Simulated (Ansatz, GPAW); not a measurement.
# Ballistic transport through a Pt chain with one Ni atom in line, from relaxation to T(E), part 3 of 4

Aim: the conductance of a Pt chain with one Ni atom in line after relaxation, and whether geometry, basis or functional moves it most.

GPAW 26.7.0 and Ansatz 0.2.0; Ansatz plane waves; relaxation of the junction with the lead ends held; PAW set soft_1 (the session's first sound run).

So far, conductance (G₀): step 3 (plane waves, PBE) 2.03.

## 4. Double-zeta polarised basis

Localised orbitals split the wire into layers that couple to their neighbours alone, which is what the Green's function method needs; double zeta with polarisation is the usual level for numbers.

This step: GPAW LCAO, PAW setups; Landauer transmission from Green's functions with principal layers (ASE), zero bias (GPAW 26.7.0).

The input, run.py:

```python
import json
import numpy as np
from ase import Atoms
from ase.transport.calculators import TransportCalculator
from gpaw import GPAW, FermiDirac
from gpaw.lcao.tools import get_lcao_hamiltonian
from scipy.linalg import eigh

# The junction with lead layers at both ends, along the third cell vector
device = Atoms(
    ['Pt', 'Pt', 'Pt', 'Pt', 'Pt', 'Pt', 'Pt', 'Pt', 'Ni', 'Pt', 'Pt', 'Pt', 'Pt', 'Pt', 'Pt', 'Pt', 'Pt'],
    positions=[
        [4.50000, 4.50000, 1.20000],
        [4.50000, 4.50000, 3.60000],
        [4.50000, 4.50000, 6.00000],
        [4.50000, 4.50000, 8.40000],
        [4.50000, 4.50000, 10.80000],
        [4.50000, 4.50000, 13.20000],
        [4.48038, 4.98175, 15.60856],
        [4.51190, 4.18169, 17.97157],
        [4.47300, 4.94924, 20.24839],
        [4.51369, 4.17326, 22.52171],
        [4.47098, 4.97683, 24.88359],
        [4.50000, 4.50000, 27.29340],
        [4.50000, 4.50000, 29.69340],
        [4.50000, 4.50000, 32.09340],
        [4.50000, 4.50000, 34.49340],
        [4.50000, 4.50000, 36.89340],
        [4.50000, 4.50000, 39.29340]],
    cell=[[9.0, 0.0, 0.0], [0.0, 9.0, 0.0], [0.0, 0.0, 40.4934]],
    pbc=True,
    magmoms=[0.0, 0.0, 0.0, 0.0, 0.0, 0.0, 0.0, 0.0, 1.0, 0.0, 0.0, 0.0, 0.0, 0.0, 0.0, 0.0, 0.0])

# One principal layer of the lead: the first 5 atoms of the device
lead = Atoms(
    ['Pt', 'Pt', 'Pt', 'Pt', 'Pt'],
    positions=[
        [4.50000, 4.50000, 1.20000],
        [4.50000, 4.50000, 3.60000],
        [4.50000, 4.50000, 6.00000],
        [4.50000, 4.50000, 8.40000],
        [4.50000, 4.50000, 10.80000]],
    cell=[[9.0, 0.0, 0.0], [0.0, 9.0, 0.0], [0.0, 0.0, 12.0]],
    pbc=True,
    magmoms=[0.0, 0.0, 0.0, 0.0, 0.0])

settings = dict(mode='lcao', basis='dzp', xc='PBE', h=0.18,
                occupations=FermiDirac(0.1), maxiter=250,
                mixer=dict(beta=0.05, nmaxold=8, weight=100.0),
                convergence=dict(density=0.0001))
energies = np.arange(-2, 2 + 1e-9, 0.025)
eta = 0.0001
n1, n2 = 1, 1
# k and -k transmit alike, so half of the mesh across the current serves
mesh = [(i, j) for i in range(n1) for j in range(n2) if (i, j) <= (-i % n1, -j % n2)]
weights = np.array([1 if (i, j) == (-i % n1, -j % n2) else 2 for i, j in mesh]) / (n1 * n2)

# [... helper functions left out ...]
fermi_lead = ground_state(lead, (1, 1, 10), 'lead.txt')
fermi_device = ground_state(device, (1, 1, 2), 'device.txt')
# [... loop over the mesh left out, but for ...]
        # Shift the lead onto the potential of the device's first layer
        shift = ((H[:, 0, 0] - H0[:, 0, 0]) / S0[0, 0]).real.mean()
# [...]
kT = 8.617333e-5 * 300
bias = [0.1, 0.2, 0.5, 1.0, 1.5, 2.0]
# [... integrals and printing left out ...]
```

Started as:

```
OMP_NUM_THREADS=1 OPENBLAS_NUM_THREADS=1 python run.py
```

Numbers of over 12 decimals in the logs are rounded to 6 here.

Log:

```text
basis functions: device 459, principal layer 135
Fermi level: lead -4.5366 eV, device -4.4888 eV; lead shifted by -0.0014 eV
largest coupling past the next layer 8.09e-06 eV, largest misfit of the first layer 0.210 eV
  E-E_F (eV)   T up        T down      [channel counts left out]
    -2.000    2.5230e+00  1.0721e+00
    -1.975    2.6468e+00  1.0788e+00
    -1.950    2.7380e+00  1.0857e+00
    -1.925    2.7864e+00  1.0928e+00
    -1.900    2.7976e+00  1.1002e+00
    -1.875    2.7852e+00  1.1078e+00
    -1.850    2.7627e+00  1.1156e+00
    -1.825    2.7393e+00  1.1239e+00
    -1.800    2.7204e+00  1.1324e+00
    -1.775    2.7082e+00  1.1414e+00
    -1.750    2.7036e+00  1.1510e+00
    -1.725    2.7061e+00  1.1611e+00
    -1.700    2.7141e+00  1.1720e+00
    -1.675    2.7249e+00  1.1838e+00
    -1.650    2.7334e+00  1.1967e+00
    -1.625    2.7308e+00  1.2110e+00
[...]
1.825    7.4008e-01  7.7541e-01
     1.850    7.3818e-01  7.7130e-01
     1.875    7.3659e-01  7.6745e-01
     1.900    7.3533e-01  7.6387e-01
     1.925    7.3440e-01  7.6055e-01
     1.950    7.3382e-01  7.5751e-01
     1.975    7.3360e-01  7.5475e-01
     2.000    7.3376e-01  7.5226e-01
conductance at 300 K: 1.9605 G0 a cell; thermopower 0.5629 uV/K
current from the zero-bias T(E) at 0.1 V: 15.043 uA
current from the zero-bias T(E) at 0.2 V: 29.378 uA
current from the zero-bias T(E) at 0.5 V: 68.909 uA
current from the zero-bias T(E) at 1.0 V: 143.28 uA
current from the zero-bias T(E) at 1.5 V: 225.27 uA
current from the zero-bias T(E) at 2.0 V: 309.4 uA
```

Elapsed: 28 min, on 1 thread of Arm Neoverse V1, shared host; peak memory 2.7 GiB.

This step gave:

```
conductance                                    : 1.961 G₀
largest coupling past the next principal layer : 8.09e-6 eV
largest misfit of the first principal layer    : 0.2104 eV
shift that aligns the lead                     : -0.001388 eV
basis functions of the junction                : 459
basis functions of a principal layer           : 135
transmission at the Fermi level, spin up       : 0.9620
transmission at the Fermi level, spin down     : 3.090
```

Each spin. The transmission, zone mean by energy, zero at the Fermi level:

| energy (eV) | T, spin up | T, spin down |
| --- | --- | --- |
| -2.000 | 2.52 | 1.07 |
| -1.900 | 2.80 | 1.10 |
| -1.800 | 2.72 | 1.13 |
| -1.700 | 2.71 | 1.17 |
| -1.600 | 2.70 | 1.23 |
| -1.500 | 2.07 | 1.41 |
| -1.400 | 2.02 | 1.65 |
| -1.300 | 2.13 | 2.10 |
| -1.200 | 2.33 | 2.51 |
| -1.100 | 2.76 | 2.84 |
| -1.000 | 3.10 | 3.24 |
| -0.925 | 3.24 | 3.57 |
| -0.900 | 3.19 | 3.65 |
| -0.800 | 3.06 | 3.79 |
| -0.700 | 2.75 | 3.85 |
| -0.600 | 2.34 | 4.07 |
| -0.575 | 2.14 | 4.07 |
| -0.500 | 1.74 | 3.75 |
| -0.400 | 1.69 | 3.64 |
| -0.300 | 1.61 | 2.78 |
| -0.200 | 1.08 | 2.50 |
| -0.100 | 0.988 | 2.68 |
| 0.000 | 0.962 | 3.09 |
| 0.100 | 0.952 | 2.48 |
| 0.200 | 0.954 | 2.00 |
| 0.300 | 0.918 | 1.89 |
| 0.400 | 0.948 | 1.95 |
| 0.500 | 0.977 | 1.54 |
| 0.600 | 0.995 | 1.15 |
| 0.700 | 0.998 | 0.978 |
| 0.800 | 0.991 | 0.980 |
| 0.900 | 0.963 | 0.999 |
| 1.000 | 0.932 | 0.991 |
| 1.100 | 0.900 | 0.970 |
| 1.200 | 0.869 | 0.942 |
| 1.300 | 0.840 | 0.911 |
| 1.400 | 0.814 | 0.880 |
| 1.500 | 0.790 | 0.851 |
| 1.600 | 0.770 | 0.824 |
| 1.700 | 0.754 | 0.800 |
| 1.800 | 0.742 | 0.780 |
| 1.900 | 0.735 | 0.764 |
| 2.000 | 0.734 | 0.752 |

Not self-consistent under bias; the bias window is split evenly. Current through one cell, from the zero-bias transmission against bias:

| bias (V) | current through one cell, from the zero-bias transmission (μA) |
| --- | --- |
| 0.100 | 15.0 |
| 0.200 | 29.4 |
| 0.500 | 68.9 |
| 1.000 | 143 |
| 1.500 | 225 |
| 2.000 | 309 |

Transmission of the three most open eigenchannels against energy, zero at the Fermi level:

| energy (eV) | channel 1 up | channel 2 up | channel 3 up | channel 1 down | channel 2 down | channel 3 down |
| --- | --- | --- | --- | --- | --- | --- |
| -2.000 | 0.984 | 0.896 | 0.642 | 0.988 | 0.0810 | 0.00323 |
| -1.800 | 0.998 | 0.919 | 0.803 | 0.969 | 0.161 | 0.00241 |
| -1.600 | 0.997 | 0.948 | 0.758 | 0.927 | 0.299 | 0.00182 |
| -1.400 | 0.975 | 0.808 | 0.133 | 0.916 | 0.516 | 0.211 |
| -1.200 | 0.964 | 0.656 | 0.609 | 0.905 | 0.838 | 0.738 |
| -1.000 | 0.954 | 0.946 | 0.609 | 0.998 | 0.942 | 0.901 |
| -0.800 | 0.957 | 0.918 | 0.624 | 0.997 | 0.967 | 0.907 |
| -0.600 | 0.947 | 0.800 | 0.400 | 0.995 | 0.994 | 0.928 |
| -0.400 | 0.964 | 0.502 | 0.160 | 0.972 | 0.736 | 0.701 |
| -0.200 | 0.941 | 0.0900 | 0.0448 | 0.977 | 0.977 | 0.494 |
| 0.000 | 0.935 | 0.0205 | 0.00578 | 0.995 | 0.994 | 0.975 |
| 0.200 | 0.944 | 0.00903 | 9.3e-4 | 0.997 | 0.836 | 0.0823 |
| 0.400 | 0.944 | 0.00427 | 1.1e-4 | 0.980 | 0.970 | 0.00225 |
| 0.600 | 0.993 | 0.00146 | 1.3e-5 | 0.997 | 0.155 | 2.1e-4 |
| 0.800 | 0.991 | 3.3e-7 | 1.3e-12 | 0.980 | 3.3e-7 | 2.5e-11 |
| 1.000 | 0.932 | 3.4e-7 | 0 | 0.991 | 3.4e-7 | 0 |
| 1.200 | 0.869 | 3.4e-7 | 0 | 0.942 | 3.5e-7 | 0 |
| 1.400 | 0.814 | 3.5e-7 | 0 | 0.880 | 3.5e-7 | 0 |
| 1.600 | 0.770 | 3.5e-7 | 0 | 0.824 | 3.6e-7 | 0 |
| 1.800 | 0.742 | 3.6e-7 | 0 | 0.780 | 3.6e-7 | 0 |
| 2.000 | 0.734 | 3.6e-7 | 0 | 0.752 | 3.7e-7 | 0 |

Site moment by atom:

| atom | site moment (μB) |
| --- | --- |
| Pt1 | -0.01 |
| Pt2 | 0.01 |
| Pt3 | 0.02 |
| Pt4 | -0.03 |
| Pt5 | -0.04 |
| Pt6 | 0.06 |
| Pt7 | 0.32 |
| Pt8 | 0.58 |
| Ni9 | 1.25 |
| Pt10 | 0.58 |
| Pt11 | 0.32 |
| Pt12 | 0.06 |
| Pt13 | -0.04 |
| Pt14 | -0.03 |
| Pt15 | 0.02 |
| Pt16 | 0.01 |
| Pt17 | -0.01 |

At the Fermi level T is 2.03 against 2.06 in plane waves. Couplings past the next layer reach 8.1e-6 eV, small enough to drop; the matrix elements of the cell's first layer differ from the bulk lead's by up to 0.21 eV. That layer keeps its own values in the calculation, and only beyond it is the lead taken as perfect. The Fermi levels of lead and junction count from different zeros of potential, one for each periodic cell; with both set to zero, the small remaining shift is what aligns them. Without spin-orbit coupling, which is large for these atoms, channel counts and T are those of the scalar-relativistic bands. By hand: G = 1.961 × 77.48 μS = 152 μS, a resistance of 6.58 kΩ; at 0.1 V a linear junction would pass 15.2 μA, and the integral over the bias window gives 15.0 μA.

## 5. GPAW, szp: basis = "szp(dzp)"

The second zeta is dropped, the polarisation orbitals stay.

run.py, as its differences from that of step 4:

```diff
@@ -46,3 +46,3 @@
 
-settings = dict(mode='lcao', basis='dzp', xc='PBE', h=0.18,
+settings = dict(mode='lcao', basis='szp(dzp)', xc='PBE', h=0.18,
                 occupations=FermiDirac(0.1), maxiter=250,
```

Log:

```text
basis functions: device 255, principal layer 75
Fermi level: lead -4.6628 eV, device -4.5726 eV; lead shifted by 0.0009 eV
largest coupling past the next layer 8.13e-06 eV, largest misfit of the first layer 0.222 eV
  E-E_F (eV)   T up        T down      channels up  channels down
    -2.000    2.8294e+00  1.0705e+00    3.0000    3.0000
    -1.975    2.8502e+00  1.0755e+00    3.0000    3.0000
    -1.950    2.8231e+00  1.0805e+00    3.0000    3.0000
[...]
1.975    7.5272e-01  7.6446e-01    1.0000    1.0000
     2.000    7.5325e-01  7.6189e-01    1.0000    1.0000
conductance at 300 K: 1.7728 G0 a cell; thermopower -4.169 uV/K
current from the zero-bias T(E) at 0.1 V: 13.638 uA
current from the zero-bias T(E) at 0.2 V: 26.815 uA
current from the zero-bias T(E) at 0.5 V: 63.864 uA
current from the zero-bias T(E) at 1.0 V: 135.11 uA
current from the zero-bias T(E) at 1.5 V: 215.18 uA
current from the zero-bias T(E) at 2.0 V: 297.98 uA
```

Wall time 21 min (1 thread); peak memory 2.6 GiB.

This step gave:

```yaml
conductance: 1.773 G₀
thermopower: -4.169 μV/K
largest_coupling_past_the_next_principal_layer: 8.13e-6 eV
largest_misfit_of_the_first_principal_layer: 0.2224 eV
shift_that_aligns_the_lead: 9.35e-4 eV
basis_functions_of_the_junction: 255
basis_functions_of_a_principal_layer: 75
transmission_at_the_fermi_level_spin_up: 0.9631
transmission_at_the_fermi_level_spin_down: 2.680
```

Each spin. The transmission, zone mean by energy, zero at the Fermi level:

| energy (eV) | T, spin up | T, spin down |
| --- | --- | --- |
| -2.000 | 2.83 | 1.07 |
| -1.900 | 2.62 | 1.09 |
| -1.800 | 1.91 | 1.11 |
| -1.700 | 1.82 | 1.14 |
| -1.600 | 2.02 | 1.18 |
| -1.550 | 2.07 | 1.21 |
| -1.500 | 1.86 | 1.27 |
| -1.450 | 2.26 | 1.70 |
| -1.400 | 2.11 | 1.59 |
| -1.300 | 1.88 | 1.96 |
| -1.200 | 2.06 | 2.32 |
| -1.100 | 2.51 | 2.71 |
| -1.000 | 2.94 | 3.18 |
| -0.925 | 3.02 | 3.63 |
| -0.900 | 3.02 | 3.73 |
| -0.800 | 2.84 | 3.89 |
| -0.700 | 2.59 | 3.99 |
| -0.650 | 2.43 | 4.03 |
| -0.600 | 2.10 | 3.99 |
| -0.500 | 1.62 | 3.70 |
| -0.400 | 1.67 | 3.18 |
| -0.300 | 1.60 | 2.32 |
| -0.200 | 1.06 | 2.13 |
| -0.100 | 0.986 | 2.19 |
| 0.000 | 0.963 | 2.68 |
| 0.100 | 0.958 | 2.49 |
| 0.200 | 0.958 | 2.01 |
| 0.300 | 0.923 | 1.83 |
| 0.400 | 0.963 | 1.98 |
| 0.500 | 0.987 | 1.59 |
| 0.600 | 0.999 | 1.10 |
| 0.700 | 0.999 | 0.934 |
| 0.800 | 0.981 | 0.990 |
| 0.900 | 0.954 | 0.999 |
| 1.000 | 0.925 | 0.989 |
| 1.100 | 0.897 | 0.968 |
| 1.200 | 0.869 | 0.943 |
| 1.300 | 0.843 | 0.914 |
| 1.400 | 0.820 | 0.886 |
| 1.500 | 0.799 | 0.858 |
| 1.600 | 0.782 | 0.832 |
| 1.700 | 0.768 | 0.809 |
| 1.800 | 0.758 | 0.790 |
| 1.900 | 0.753 | 0.774 |
| 2.000 | 0.753 | 0.762 |

The conductance, 1.77 G₀, lies 10 % below that of the dzp run.

## 6. Minimal basis

The minimal basis is the cheapest rung: no second zeta and no polarisation.

run.py, as its differences from that of step 5:

```diff
@@ -46,3 +46,3 @@
 
-settings = dict(mode='lcao', basis='szp(dzp)', xc='PBE', h=0.18,
+settings = dict(mode='lcao', basis='sz(dzp)', xc='PBE', h=0.18,
                 occupations=FermiDirac(0.1), maxiter=250,
```

Log:

```text
basis functions: device 204, principal layer 60
Fermi level: lead -4.6766 eV, device -4.5845 eV; lead shifted by -0.0007 eV
largest coupling past the next layer 8.11e-06 eV, largest misfit of the first layer 0.078 eV
  E-E_F (eV)   T up        T down      channels up  channels down
    -2.000    2.6690e+00  1.0857e+00    3.0000    3.0000
    -1.975    2.5403e+00  1.0907e+00    3.0000    3.0000
    -1.950    2.3676e+00  1.0957e+00    3.0000    3.0000
[...]
1.975    7.5793e-01  7.5754e-01    1.0000    1.0000
     2.000    7.5852e-01  7.5507e-01    1.0000    1.0000
conductance at 300 K: 1.6294 G0 a cell; thermopower -2.049 uV/K
current from the zero-bias T(E) at 0.1 V: 12.589 uA
current from the zero-bias T(E) at 0.2 V: 25.015 uA
current from the zero-bias T(E) at 0.5 V: 61.324 uA
current from the zero-bias T(E) at 1.0 V: 131.99 uA
current from the zero-bias T(E) at 1.5 V: 211.24 uA
current from the zero-bias T(E) at 2.0 V: 293.51 uA
```

Wall time 14 min (1 thread); peak memory 2.6 GiB.

This step gave:

| Item | Value |
| --- | --- |
| conductance | 1.629 G₀ |
| thermopower | -2.049 μV/K |
| largest coupling past the next principal layer | 8.11e-6 eV |
| largest misfit of the first principal layer | 0.07796 eV |
| shift that aligns the lead | -6.72e-4 eV |
| basis functions of the junction | 204 |
| basis functions of a principal layer | 60 |
| transmission at the Fermi level, spin up | 0.9646 |
| transmission at the Fermi level, spin down | 2.334 |

The conductance, 1.63 G₀, lies 17 % below that of the dzp run.

## 7. RPBE in the dzp basis: xc = "RPBE"

Back in the dzp basis, the functional changes from PBE to RPBE, to set the spread between functionals beside that between bases.

run.py, as its differences from that of step 6:

```diff
@@ -46,3 +46,3 @@
 
-settings = dict(mode='lcao', basis='sz(dzp)', xc='PBE', h=0.18,
+settings = dict(mode='lcao', basis='dzp', xc='RPBE', h=0.18,
                 occupations=FermiDirac(0.1), maxiter=250,
```

Log:

```text
basis functions: device 459, principal layer 135
Fermi level: lead -4.4322 eV, device -4.3815 eV; lead shifted by -0.0005 eV
largest coupling past the next layer 8.00e-06 eV, largest misfit of the first layer 0.214 eV
  E-E_F (eV)   T up        T down      channels up  channels down
    -2.000    2.5973e+00  1.0687e+00    3.0000    3.0000
    -1.975    2.7032e+00  1.0753e+00    3.0000    3.0000
    -1.950    2.7719e+00  1.0820e+00    3.0000    3.0000
[...]
1.975    7.2936e-01  7.5535e-01    1.0000    1.0000
     2.000    7.2911e-01  7.5261e-01    1.0000    1.0000
conductance at 300 K: 1.9559 G0 a cell; thermopower -1.03 uV/K
current from the zero-bias T(E) at 0.1 V: 14.997 uA
current from the zero-bias T(E) at 0.2 V: 29.251 uA
current from the zero-bias T(E) at 0.5 V: 68.245 uA
current from the zero-bias T(E) at 1.0 V: 141.04 uA
current from the zero-bias T(E) at 1.5 V: 222.26 uA
current from the zero-bias T(E) at 2.0 V: 305.81 uA
```

Wall time 31 min (1 thread); peak memory 2.7 GiB.

This step gave:

```yaml
conductance: 1.956 G₀
largest_coupling_past_the_next_principal_layer: 8.00e-6 eV
largest_misfit_of_the_first_principal_layer: 0.2143 eV
shift_that_aligns_the_lead: -5.28e-4 eV
basis_functions_of_the_junction: 459
basis_functions_of_a_principal_layer: 135
transmission_at_the_fermi_level_spin_up: 0.9492
transmission_at_the_fermi_level_spin_down: 3.114
```

The conductance, 1.96 G₀, lies 0.2 % below that of the dzp run.

## 8. The structure as built: geometry = "as built"

The dzp basis with PBE on the structure as first built shows what the relaxation was worth.

run.py, as its differences from that of step 7:

```diff
@@ -18,7 +18,7 @@
         [4.50000, 4.50000, 13.20000],
-        [4.48038, 4.98175, 15.60856],
-        [4.51190, 4.18169, 17.97157],
-        [4.47300, 4.94924, 20.24839],
-        [4.51369, 4.17326, 22.52171],
-        [4.47098, 4.97683, 24.88359],
+        [4.50000, 4.50000, 15.60000],
+        [4.50000, 4.50000, 18.00000],
+        [4.50000, 4.50000, 20.24670],
+        [4.50000, 4.50000, 22.49340],
+        [4.50000, 4.50000, 24.89340],
         [4.50000, 4.50000, 27.29340],
@@ -46,3 +46,3 @@
 
-settings = dict(mode='lcao', basis='dzp', xc='RPBE', h=0.18,
+settings = dict(mode='lcao', basis='dzp', xc='PBE', h=0.18,
                 occupations=FermiDirac(0.1), maxiter=250,
```

Log:

```text
basis functions: device 459, principal layer 135
Fermi level: lead -4.5366 eV, device -4.4938 eV; lead shifted by -0.0066 eV
largest coupling past the next layer 8.09e-06 eV, largest misfit of the first layer 0.145 eV
  E-E_F (eV)   T up        T down      [channel counts left out]
    -2.000    2.9814e+00  2.3928e+00
    -1.975    2.9755e+00  2.4091e+00
    -1.950    2.9680e+00  2.4242e+00
[...]
1.975    9.6277e-01  9.5468e-01
     2.000    9.6345e-01  9.5495e-01
conductance at 300 K: 3.0735 G0 a cell; thermopower 3.802 uV/K
current from the zero-bias T(E) at 0.1 V: 23.813 uA
current from the zero-bias T(E) at 0.2 V: 47.634 uA
current from the zero-bias T(E) at 0.5 V: 119.23 uA
current from the zero-bias T(E) at 1.0 V: 246.15 uA
current from the zero-bias T(E) at 1.5 V: 366.58 uA
current from the zero-bias T(E) at 2.0 V: 466.42 uA
```

Wall time 16 min (1 thread); peak memory 2.8 GiB.

This step gave:

```
conductance                                    : 3.073 G₀
thermopower                                    : 3.802 μV/K
largest coupling past the next principal layer : 8.09e-6 eV
largest misfit of the first principal layer    : 0.1452 eV
shift that aligns the lead                     : -0.006631 eV
transmission at the Fermi level, spin up       : 2.452
transmission at the Fermi level, spin down     : 3.696
```

Each spin. Table of transmission, zone mean by energy, zero at the Fermi level:

| energy (eV) | T, spin up | T, spin down |
| --- | --- | --- |
| -2.000 | 2.98 | 2.39 |
| -1.900 | 2.95 | 2.45 |
| -1.800 | 2.84 | 2.50 |
| -1.700 | 2.16 | 2.55 |
| -1.600 | 2.80 | 2.61 |
| -1.575 | 3.58 | 3.49 |
| -1.500 | 3.30 | 3.08 |
| -1.400 | 3.54 | 3.33 |
| -1.300 | 3.56 | 3.69 |
| -1.200 | 3.72 | 3.75 |
| -1.125 | 4.91 | 3.75 |
| -1.100 | 4.82 | 3.77 |
| -1.000 | 4.53 | 3.87 |
| -0.900 | 4.13 | 4.05 |
| -0.800 | 4.16 | 4.30 |
| -0.700 | 3.84 | 4.60 |
| -0.600 | 3.76 | 4.88 |
| -0.500 | 3.49 | 5.12 |
| -0.425 | 3.29 | 5.85 |
| -0.400 | 3.23 | 5.66 |
| -0.300 | 3.08 | 4.25 |
| -0.200 | 2.84 | 3.88 |
| -0.100 | 2.62 | 3.84 |
| 0.000 | 2.45 | 3.70 |
| 0.100 | 2.36 | 3.48 |
| 0.200 | 2.27 | 3.37 |
| 0.300 | 2.07 | 2.73 |
| 0.400 | 2.02 | 2.75 |
| 0.500 | 1.86 | 2.84 |
| 0.600 | 1.55 | 2.86 |
| 0.700 | 1.08 | 2.79 |
| 0.800 | 0.940 | 0.930 |
| 0.900 | 0.941 | 0.931 |
| 1.000 | 0.943 | 0.933 |
| 1.100 | 0.944 | 0.935 |
| 1.200 | 0.946 | 0.938 |
| 1.300 | 0.948 | 0.941 |
| 1.400 | 0.949 | 0.943 |
| 1.500 | 0.951 | 0.946 |
| 1.600 | 0.953 | 0.948 |
| 1.700 | 0.956 | 0.951 |
| 1.800 | 0.958 | 0.952 |
| 1.900 | 0.961 | 0.954 |
| 2.000 | 0.963 | 0.955 |

The conductance, 3.07 G₀, lies 57 % above that of the dzp run.

## 9. The ladder

Times are wall times on the hardware named with each run. Results by setting:

| no. | run | conductance (G₀) | time | memory (GiB) |
| --- | --- | --- | --- | --- |
| 1 | pw PBE | 2.025 | 7.5 min | 6.5 |
| 2 | dzp | 1.961 | 28 min | 2.7 |
| 3 | szp | 1.773 | 21 min | 2.6 |
| 4 | sz | 1.629 | 14 min | 2.6 |
| 5 | dzp RPBE | 1.956 | 31 min | 2.7 |
| 6 | asbuilt | 3.073 | 16 min | 2.8 |

[end of part 3 of 4]

[Logs are printed without paths, hosts, clocks, repeated set-up lines and the standing remarks that a program may print on its own settings, such as how far it seeks lower states.]

[Hosts, paths, dates, database ids (printed as entryN), source tags and the programs' standing remarks are cut or masked in the printed files.]
